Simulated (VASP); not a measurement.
Set up this calculation in VASP 6.6.1, as the native input.

```
Task                   : Wannier functions by SCDM
Functional             : PBE
Potentials or basis    : VASP PAW PBE potentials, release 64 (Bi_d, Te)
Cutoff                 : 520 eV
k mesh                 : 4 × 4 × 4
Occupations            : gaussian, width 0.02 eV
Spin                   : no spin polarisation
Further INCAR settings : ALGO = Normal; EDIFF = 1e-06; ISYM = -1
```

The system is BiTe.

```
CELL_PARAMETERS angstrom
2.42271 1.39875 3.31729
-2.42271 1.39875 3.31729
0.00000 -2.79750 3.31729
ATOMIC_POSITIONS crystal
Bi 0.50000 0.50000 0.50000
Te 0.00000 0.00000 0.00000
```

The cell comes from a database or a generator and needn't be the stable form of this composition.

These files were run (other wordings do the same):

POSCAR

```
BiTe
1.0
    2.4227077728      1.3987509848      3.3172919545
   -2.4227077728      1.3987509848      3.3172919545
    0.0000000000     -2.7975019696      3.3172919545
Bi Te
1 1
Direct
    0.5000000000      0.5000000000      0.5000000000
    0.0000000000      0.0000000000      0.0000000000
```

INCAR.step1

```
SYSTEM = BiTe
PREC = Accurate ; ENCUT = 520
EDIFF = 1E-6 ; ISMEAR = 0
SIGMA = 0.02 ; LREAL = .False.
LASPH = .True. ; NELM = 80
ALGO = Normal ; ISIF = 2
LWAVE = .True. ; LCHARG = .True.
GGA = PE
```

INCAR.step2

```
SYSTEM = BiTe
PREC = Accurate ; ENCUT = 520
EDIFF = 1E-6 ; ISMEAR = 0
SIGMA = 0.02 ; LREAL = .False.
LASPH = .True. ; NELM = 80
ALGO = Normal ; ISIF = 2
LWAVE = .False. ; LCHARG = .False.
GGA = PE ; ISTART = 1
ICHARG = 11 ; ISYM = -1
NUM_WANN = 10 ; LSCDM = .True.
```

KPOINTS

```
regular mesh
0
Gamma
  4 4 4
  0 0 0
```

KPOINTS_OPT

```
path GLB1,BZGX,QFP1Z,LP
12
line-mode
reciprocal
 0.0000000000  0.0000000000  0.0000000000  G
 0.5000000000  0.0000000000  0.0000000000  L

 0.5000000000  0.0000000000  0.0000000000  L
 0.5000000000  0.2851949954 -0.2851949954  B1

 0.7148050046  0.5000000000  0.2851949954  B
 0.5000000000  0.5000000000  0.5000000000  Z

 0.5000000000  0.5000000000  0.5000000000  Z
 0.0000000000  0.0000000000  0.0000000000  G

 0.0000000000  0.0000000000  0.0000000000  G
 0.3925974977  0.0000000000 -0.3925974977  X

 0.6074025023  0.3925974977  0.0000000000  Q
 0.5000000000  0.5000000000  0.0000000000  F

 0.5000000000  0.5000000000  0.0000000000  F
 0.6074025023  0.6074025023  0.2851949954  P1

 0.6074025023  0.6074025023  0.2851949954  P1
 0.5000000000  0.5000000000  0.5000000000  Z

 0.5000000000  0.0000000000  0.0000000000  L
 0.7148050046  0.3925974977  0.3925974977  P
```

KPOINTS_WAN

```
path GLB1,BZGX,QFP1Z,LP
12
line-mode
reciprocal
 0.0000000000  0.0000000000  0.0000000000  G
 0.5000000000  0.0000000000  0.0000000000  L

 0.5000000000  0.0000000000  0.0000000000  L
 0.5000000000  0.2851949954 -0.2851949954  B1

 0.7148050046  0.5000000000  0.2851949954  B
 0.5000000000  0.5000000000  0.5000000000  Z

 0.5000000000  0.5000000000  0.5000000000  Z
 0.0000000000  0.0000000000  0.0000000000  G

 0.0000000000  0.0000000000  0.0000000000  G
 0.3925974977  0.0000000000 -0.3925974977  X

 0.6074025023  0.3925974977  0.0000000000  Q
 0.5000000000  0.5000000000  0.0000000000  F

 0.5000000000  0.5000000000  0.0000000000  F
 0.6074025023  0.6074025023  0.2851949954  P1

 0.6074025023  0.6074025023  0.2851949954  P1
 0.5000000000  0.5000000000  0.5000000000  Z

 0.5000000000  0.0000000000  0.0000000000  L
 0.7148050046  0.3925974977  0.3925974977  P
```

Potentials or basis: VASP PAW PBE potentials, release 64 (Bi_d, Te).

Launch:

```bash
$ cat potpaw_PBE.64/Bi_d/POTCAR potpaw_PBE.64/Te/POTCAR > POTCAR
$ cp INCAR.step1 INCAR
$ mpirun -np 1 vasp_std > vasp.out
$ cp INCAR.step2 INCAR
$ mpirun -np 1 vasp_std > vasp.out
```

It gave:

* Band gap along the path: none (metal or under the smearing width)

Caveat: the k mesh is coarse (spacing up to 0.41 Å⁻¹), so the values aren't converged; spin-orbit coupling is left out, which moves the levels of the heavy elements.

Run time: 49 s on 1 thread of Intel(R) Xeon(R) Platinum 8488C (Sapphire Rapids), on a shared host, peak memory 0.23 GiB.
